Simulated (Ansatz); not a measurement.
BAs:

```
As B
1.0
     0.00000    2.38850    2.38850
     2.38850    0.00000    2.38850
     2.38850    2.38850    0.00000
As B
1 1
Cartesian
  3.5827 3.5827 3.5827
  0.0000 0.0000 0.0000
```

```yaml
Program: Ansatz 0.2.0
Task: relaxation of cell and atoms
Functional: PBE
Potentials_or_basis: all-electron LAPW, scalar-relativistic
Basis_error_allowed: 0.001 eV/atom
k_mesh: 10 × 10 × 10
Occupations: fermi-dirac, width 0.05 eV
Spin: no spin polarisation
```

At the start: volume 13.63 Å³/atom.

Q: Where does the relaxation end?

A: Over 4 steps the energy falls by 2.3 meV/atom and the volume is 13.90 Å³/atom (+2.0 %); space group F-43m (No. 216, to 0.05 Å).

Step by step:
| step | energy change (eV) | largest force (eV/Å) | volume (Å³) |
| --- | --- | --- | --- |
| 1 | 0.0000 | 0.0000 | 27.25 |
| 2 | -0.0042 | 0.0000 | 27.65 |
| 3 | -0.0046 | 0.0000 | 27.80 |
| 4 | -0.0046 | 0.0000 | 27.80 |

Final structure:
```yaml
crystal:
  lattice:
    - [0.00000, 2.40431, 2.40431]
    - [2.40431, 0.00000, 2.40431]
    - [2.40431, 2.40431, 0.00000]
  atoms:
    - { symbol: As, position: [0.75000, 0.75000, 0.75000] }
    - { symbol: B, position: [0.00000, 0.00000, 0.00000] }
```
